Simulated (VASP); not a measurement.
## GaAs: G0W0 quasiparticle levels with PBE

GaAs:

```
CELL_PARAMETERS angstrom
0.00000 2.82685 2.82685
2.82685 0.00000 2.82685
2.82685 2.82685 0.00000
ATOMIC_POSITIONS crystal
As 0.75000 0.75000 0.75000
Ga 0.00000 0.00000 0.00000
```

| Item | Value |
| --- | --- |
| Program | VASP 6.6.1 |
| Task | G0W0 quasiparticle levels |
| Functional | PBE |
| Potentials or basis | VASP PAW PBE potentials, release 64 (As_GW, Ga_d_GW) |
| Cutoff | 500 eV |
| k mesh | 4 × 4 × 4 |
| Occupations | gaussian, width 0.01 eV |
| Spin | no spin polarisation |
| Ladder | gaps |
| GW scheme | G0W0 |
| GW iterations | 1 |
| Cutoff of the response function | 200 |
| Frequency points | 50 |
| Empty bands | 290 |
| Further INCAR settings | ALGO = EVGW0; EDIFF = 1e-08; NBANDS = 299 |

```
Band gap on the k mesh, mean-field level : 0.50 eV, direct
Quasiparticle gap                        : 1.37 eV
Least direct quasiparticle gap           : 1.37 eV
```

Levels at points of the mesh, in eV from the valence-band top:
```
           k point  band 7  band 8  band 9  band 10  band 11  band 12
(0.00, 0.00, 0.00)    0.00    0.00    0.00     0.50     3.70     3.70
(0.50, 0.00, 0.00)   -6.66   -1.15   -1.15     0.98     4.60     4.60
(0.50, 0.50, 0.00)   -6.84   -2.69   -2.69     1.44     1.64    10.14
```

It took 2.7 min on 4 MPI ranks on Intel(R) Xeon(R) Platinum 8488C (Sapphire Rapids) (shared host), peak memory 0.64 GiB a rank.

Caveat: the k mesh is coarse (spacing up to 0.48 Å⁻¹), so the values aren't converged; bands, screening cutoff and mesh are small and nothing is extrapolated, so the quasiparticle values aren't converged. A k mesh can miss the band edges.
